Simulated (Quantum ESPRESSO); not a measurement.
BN:

```
CELL_PARAMETERS angstrom
0.00000 1.81300 1.81300
1.81300 0.00000 1.81300
1.81300 1.81300 0.00000
ATOMIC_POSITIONS crystal
N 0.25000 0.25000 0.25000
B 0.00000 0.00000 0.00000
```

The cell is a database's computed one.

Base run:

* Program: Quantum ESPRESSO 7.5
* Functional: rev-vdW-DF2
* Potentials or basis: SG15 PBE 1.2
* Cutoff: 1197 eV
* Density cutoff: 4789 eV
* k mesh: 13 × 13 × 13
* Occupations: fermi-dirac, width 0.05 eV
* Spin: no spin polarisation

Its results: band gap on the k mesh 4.64 eV, indirect (least direct gap 8.80 eV); pressure -2.9 GPa.

Problem. After a change of settings the same cell gave: band gap on the k mesh 4.30 eV, indirect (least direct gap 8.67 eV); pressure -4.4 GPa. Which change was it?
A. functional from rev-vdW-DF2 to r2SCAN; k mesh from 13 × 13 × 13 to 10 × 10 × 10
B. functional from rev-vdW-DF2 to TPSS; k mesh from 13 × 13 × 13 to 10 × 10 × 10
C. functional from rev-vdW-DF2 to LDA
D. functional from rev-vdW-DF2 to SCAN; k mesh from 13 × 13 × 13 to 10 × 10 × 10

Solution. C.

Caveats: the potentials were made for another functional, which shifts forces and pressure.

Runs at the PBE level aren't shown here.
